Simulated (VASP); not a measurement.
## A VASP 6.6.1 single-point calculation on KI

INCAR

```
SIGMA = 0.5
PREC = Accurate
NBANDS = 15
ISMEAR = -4
LCHARG = .FALSE.
ISIF = 2
ENCUT = 520
IBRION = -1
LREAL = .FALSE.
NSW = 0
LASPH = .TRUE.
GGA = PE
EDIFF = 1E-7
NELM = 73
LWAVE = .FALSE.
```

KPOINTS

```
KPOINTS created by Atomic Simulation Environment
0
Gamma
6 6 6
0 0 0
```

POSCAR

```
K  I
 1.0000000000000000
     0.0000000000000000    4.0055530385999996    3.8880586811000000
     4.0055530385999996    0.0000000000000000    3.8880586811000000
     4.0055530385999996    4.0055530385999996    0.0000000000000000
 K   I
   1   1
Cartesian
  0.0000000000000000  0.0000000000000000  0.0000000000000000
  2.0027765192999998  2.0027765192999998  1.9440293405500004
```

The recommended PBE PAW datasets give the neutral cell 16 valence electrons.

Command

```
mpirun -np 1 vasp_std
```

OSZICAR

```
N       E                     dE             d eps       ncg     rms          rms(c)
DAV:   1     0.931140432780E+02    0.93114E+02   -0.60782E+03   900   0.864E+02
DAV:   2     0.157398896372E+01   -0.91540E+02   -0.84453E+02  1159   0.197E+02
DAV:   3    -0.515616967155E+01   -0.67302E+01   -0.66946E+01  1243   0.477E+01
DAV:   4    -0.556739194924E+01   -0.41122E+00   -0.41110E+00  1630   0.104E+01
DAV:   5    -0.556838238070E+01   -0.99043E-03   -0.99042E-03  1236   0.580E-01    0.295E+00
DAV:   6    -0.538967606399E+01    0.17871E+00   -0.20294E-01  1194   0.213E+00    0.216E+00
DAV:   7    -0.536650005357E+01    0.23176E-01   -0.21588E-01  1271   0.191E+00    0.934E-01
DAV:   8    -0.538256913770E+01   -0.16069E-01   -0.22899E-02  1116   0.833E-01    0.151E-01
DAV:   9    -0.538504046246E+01   -0.24713E-02   -0.39046E-03   977   0.272E-01    0.106E-01
DAV:  10    -0.538589330315E+01   -0.85284E-03   -0.56898E-04   945   0.142E-01    0.245E-02
DAV:  11    -0.538599876539E+01   -0.10546E-03   -0.15025E-04  1026   0.641E-02    0.231E-02
DAV:  12    -0.538602168811E+01   -0.22923E-04   -0.24266E-05   956   0.339E-02    0.895E-03
DAV:  13    -0.538602237564E+01   -0.68753E-06   -0.52106E-07  1417   0.504E-03    0.523E-03
DAV:  14    -0.538602290010E+01   -0.52447E-06   -0.94324E-07   977   0.465E-03    0.758E-04
DAV:  15    -0.538602290282E+01   -0.27126E-08   -0.63296E-08   931   0.148E-03
   1 F= -.53860229E+01 E0= -.53860229E+01  d E =0.000000E+00
```

From OUTCAR

```
k-points           NKPTS =     30   k-points in BZ     NKDIM =     30   number of bands    NBANDS=     15

   NELECT =      16.0000    total number of electrons

   dimension x,y,z NGX =    42 NGY =   42 NGZ =   42
   dimension x,y,z NGXF=    84 NGYF=   84 NGZF=   84

  energy-cutoff  :      520.00
  volume of cell :      124.76
      direct lattice vectors                 reciprocal lattice vectors
     0.000000000  4.005553039  3.888058681    -0.124826708  0.124826708  0.128598882
     4.005553039  0.000000000  3.888058681     0.124826708 -0.124826708  0.128598882
     4.005553039  4.005553039  0.000000000     0.124826708  0.124826708 -0.128598882

 k-points in reciprocal lattice and weights: KPOINTS created by Atomic Simulation Env
   0.00000000  0.00000000  0.00000000       0.005
   0.16666667  0.00000000  0.00000000       0.037
   0.33333333  0.00000000  0.00000000       0.037
   0.50000000  0.00000000  0.00000000       0.019
   0.16666667  0.16666667  0.00000000       0.009
   0.33333333  0.16666667  0.00000000       0.037
   0.50000000  0.16666667  0.00000000       0.037
  -0.33333333  0.16666667  0.00000000       0.037
   ...

 E-fermi :  -2.1507

 k-point     1 :       0.0000    0.0000    0.0000
  band No.  band energies     occupation
      1     -30.6499      2.00000
      2     -14.1465      2.00000
      3     -14.1433      2.00000
      4     -14.1433      2.00000
      5     -12.1979      2.00000
      6      -2.1888      2.00000
      7      -2.1888      2.00000
      8      -2.1729      2.00000
      9       1.7456      0.00000
     10       5.2672      0.00000
     11       5.4479      0.00000
     12       5.9605      0.00000
     13       5.9605      0.00000
     14       6.0158      0.00000
     15       6.8835      0.00000

 k-point     2 :       0.1667    0.0000    0.0000
  band No.  band energies     occupation
      1     -30.6497      2.00000
      2     -14.1591      2.00000
      3     -14.1460      2.00000
      4     -14.1441      2.00000
      5     -12.1730      2.00000
      6      -2.3225      2.00000
      7      -2.1929      2.00000
      8      -2.1771      2.00000
      9       2.1475      0.00000
     10       5.0646      0.00000
     11       5.1925      0.00000
     12       5.6007      0.00000
     13       6.2560      0.00000
     14       6.2930      0.00000
     15       6.4559      0.00000

 k-point     3 :       0.3333    0.0000    0.0000
  band No.  band energies     occupation
      1     -30.6495      2.00000
      2     -14.1872      2.00000
      3     -14.1474      2.00000
      4     -14.1457      2.00000
      5     -12.1244      2.00000
      6      -2.5495      2.00000
      7      -2.2017      2.00000
      8      -2.1759      2.00000
      9       2.9775      0.00000
     10       4.8090      0.00000
     11       4.9051      0.00000
     12       5.0219      0.00000
     13       6.2600      0.00000
     14       6.3520      0.00000
     15       6.3675      0.00000

 ...

  Total        0.1360993      0.1360993      0.1388523      0.0000000      0.0000000      0.0000000
  in kB        1.7477476      1.7477476      1.7831005      0.0000000      0.0000000      0.0000000
  external PRESSURE =       1.7595319 kB  Pullay stress =       0.0000000 kB

 POSITION                                       TOTAL-FORCE (eV/Angst)
 -----------------------------------------------------------------------------------
      0.00000      0.00000      0.00000         0.000000      0.000000      0.000000
      2.00278      2.00278      1.94403        -0.000000     -0.000000     -0.000000
 -----------------------------------------------------------------------------------
    total drift:                                0.000000      0.000000     -0.000000

  FREE ENERGIE OF THE ION-ELECTRON SYSTEM (eV)
  ---------------------------------------------------
  free  energy   TOTEN  =        -5.3860229028 eV

  energy  without entropy=       -5.3860229028  energy(sigma->0) =       -5.38602290
```

It converged. Results: gap between bands v and c on the k mesh 3.92 eV; least direct gap on the k mesh 3.92 eV; pressure 0.2 GPa. Band v is the last that the valence electrons fill when counted band by band, and c is the next.

For comparison, a separate PBE run of the intended cell, on usual settings and not on those above, gives a gap of 3.92 eV on its mesh and a pressure of 0.2 GPa.

The run above took about 53 s on one core of a shared host (Intel Xeon Platinum 8488C) and held 0.27 GiB at most.
